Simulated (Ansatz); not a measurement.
A 2-atom cell of AlP started from a crystallographic database was put through Ansatz (plane waves). The geometry is the r2SCAN minimum.

The cell given to it:
```xyz
2
Lattice="0.0000 2.7393 2.7393 2.7393 0.0000 2.7393 2.7393 2.7393 0.0000" Properties=species:S:1:pos:R:3 pbc="T T T"
Al    0.0000    0.0000    0.0000
P     1.3696    1.3696    1.3696
```

What the program printed (shortened):
```
Functional definition: PBE
Crystal: 2 atoms, lattice volume = 41.108 Å³
Basis set: ecut = 420 eV, 821 PW (Γ)
Bands: 8, of which v1, the nominal top of the filled ones, is band 4 counted from 1 (3 counted from 0)
Symmetry: 24 space group operations
k-points: 46 of 216 (irreducible under 4 space group operations, time reversal used)
SCF 1 converged in 7 iterations: F = -1294.432998 eV  dr2 = 9.36e-12
SCF 1 converged in 4 iterations: F = -1294.441185 eV  dr2 = 2.59e-9
SCF converged after 7 iterations
Free energy (F): -1294.432998 eV
Fermi energy:    4.951964 eV
--- Per-component energies (eV) ---
  E_band       = 4.290809
  E_kinetic    = 93.661122
  E_local      = -83.009311
  E_nonlocal   = 44.566927
  E_hartree    = 25.202118
  E_xc         = -101.479988
  E_vxc        = -89.983091
  E_paw        = -1036.893918
  E_vpaw       = -11.349054
  E_ewald      = -236.479949
--- Dielectric response (ions clamped): 3 representative field directions + reference, inside a basis on a mesh of 216 k-points ---
  ε∞ (high-frequency dielectric tensor):
        8.094598     0.000000     0.000000
        0.000000     8.094598     0.000000
        0.000000     0.000000     8.094598
  Born effective charges Z* (e; rows j = field, columns β = displacement):
    site 0:
         2.23644    0.00000    0.00000
         0.00000    2.23644    0.00000
         0.00000    0.00000    2.23644
    site 1:
        -2.23644    0.00000    0.00000
         0.00000   -2.23644    0.00000
         0.00000    0.00000   -2.23644
  ε∞ is read to err by 2.6e-2, Z* by 1.2e-2 e
```

Question: Reconstruct the input.

Answer:
```yaml
crystal:
  # lattice and atoms as above
kpoints:
  mp_grid: { grid: [6, 6, 6] }
hamiltonian:
  xc: pbe
scf:
  occupations: { method: fixed }
dielectric: {}
```
A response with clamped ions alone is the dielectric block. Keys that aren't typed take their defaults; thresholds and the kind of smearing can't be read off these lines.

Command: `ansatz run input.yaml --threads 2 --pin off --max-ram 2211MiB --backend cpu --events-out ev --progress --plain --runs-dir out`.

Spin-unpolarised throughout; all numbers are computed.
